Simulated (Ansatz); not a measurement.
As (beta tin type), DFT, PBE, all-electron LAPW, scalar-relativistic (Ansatz 0.2.0), on 1 thread of Intel(R) Xeon(R) Platinum 8488C (Sapphire Rapids) (shared host).

Command: `ansatz run input.yaml --threads 1 --pin off --max-ram 3584MiB --backend cpu --events-out ev --progress --plain --runs-dir out`

```yaml
crystal:
  lattice:
    - [-2.4814929712, 2.4814929712, 1.305117831]
    - [2.4814929712, -2.4814929712, 1.305117831]
    - [2.4814929712, 2.4814929712, -1.305117831]
  atoms:
    - { symbol: As, position: [-0.375, -0.125, -0.25] }
    - { symbol: As, position: [0.375, 0.125, 0.25] }
kpoints:
  mp_grid: { grid: [16, 16, 16] }
scf:
  occupations: { method: fermi_dirac, width: 0.1 }
hamiltonian:
  xc: pbe
  pseudopotentials: { kind: all_electron, lapw: { basis_error: 0.0005 } }
output:
  forces: true
  stress: true
  eigenvalues: true
relax:
  f_tol: 0.005
  max_steps: 12
  cell: { p_target: 30.0, stress_tol: 0.03 }
```

Q: How large is the problem that the program sets up?

A: 349 irreducible k-points, 427 plane waves at Γ, 28 bands.

Q: About how long does it take, and how much memory?

A: 100 s of wall time for 11 SCF iterations over 2 geometries, with a peak of 1.1 GiB. Times on shared machines scatter by tens of per cent.
